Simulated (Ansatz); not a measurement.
Density of states of CdF2 (Fm-3m, a = 5.481 Å, b = 5.481 Å, c = 5.481 Å, α = 90.00°, β = 90.00°, γ = 90.00°), in states per eV and primitive cell, averaged over bins of 0.3 eV. Method: Ansatz 0.2.0, DFT PBE, scalar-relativistic, plane waves, PAW.

Cutoff 420 eV; k points 8×8×8 on the computed 3-atom cell (Γ-centred); Gaussian smearing, width 0.02 eV; no spin polarisation.

The cell is relaxed at this level. The states (both spins) are summed by tetrahedra on a 12×12×12 mesh at the self-consistent density. Energies are bin centres; the table starts no lower than −8 eV and ends at 6 eV, or lower where the solved bands end.

The gap is 2.92 eV at this level, with the zero inside it.

```tsv
E − E_F (eV)	total	F 2p	Cd 4d	Cd 5s	F 2s
-6.80	2.83	0.59	2.24	0.00	0.00
-6.50	9.40	1.71	7.63	0.04	0.01
-6.20	6.77	0.68	6.04	0.02	0.02
-5.90	14.27	0.46	13.73	0.02	0.06
-5.60	0.07	0.00	0.07	0.00	0.00
-5.30	0.00	0.00	0.00	0.00	0.00
-5.00	0.00	0.00	0.00	0.00	0.00
-4.70	1.94	1.36	0.24	0.33	0.01
-4.40	2.14	1.57	0.19	0.35	0.02
-4.10	1.66	1.35	0.08	0.20	0.02
-3.80	2.96	2.52	0.28	0.08	0.01
-3.50	3.94	3.46	0.34	0.05	0.01
-3.20	4.69	4.27	0.29	0.03	0.01
-2.90	3.33	3.03	0.22	0.03	0.01
-2.60	2.66	2.40	0.19	0.02	0.01
-2.30	1.67	1.48	0.14	0.02	0.01
-2.00	8.11	7.18	0.89	0.01	0.00
-1.70	6.30	5.67	0.61	0.00	0.00
-1.40	0.59	0.54	0.05	0.00	0.00
-1.10	0.00	0.00	0.00	0.00	0.00
-0.80	0.00	0.00	0.00	0.00	0.00
-0.50	0.00	0.00	0.00	0.00	0.00
-0.20	0.00	0.00	0.00	0.00	0.00
0.10	0.00	0.00	0.00	0.00	0.00
0.40	0.00	0.00	0.00	0.00	0.00
0.70	0.00	0.00	0.00	0.00	0.00
1.00	0.00	0.00	0.00	0.00	0.00
1.30	0.00	0.00	0.00	0.00	0.00
1.60	0.02	0.00	0.00	0.01	0.00
1.90	0.05	0.00	0.00	0.04	0.01
2.20	0.08	0.01	0.00	0.06	0.01
2.50	0.11	0.01	0.00	0.08	0.01
2.80	0.14	0.02	0.00	0.10	0.01
3.10	0.17	0.03	0.00	0.13	0.02
3.40	0.21	0.03	0.00	0.15	0.02
3.70	0.25	0.04	0.00	0.18	0.02
4.00	0.30	0.06	0.00	0.22	0.02
4.30	0.36	0.07	0.00	0.27	0.02
4.60	0.45	0.09	0.00	0.33	0.02
4.90	0.56	0.11	0.00	0.42	0.02
5.20	0.82	0.16	0.00	0.62	0.02
5.50	1.07	0.21	0.00	0.82	0.02
5.80	1.14	0.22	0.00	0.88	0.01
```

The columns after the total are the Löwdin projections on the occupied valence shells of the potentials. The rest of the total lies in shells that are empty in the free atom, which aren't projected, and between the atoms.

Cost: 1 run of about 0.28 core-minutes, on Intel Xeon 6975P-C (Granite Rapids) (shared hosts).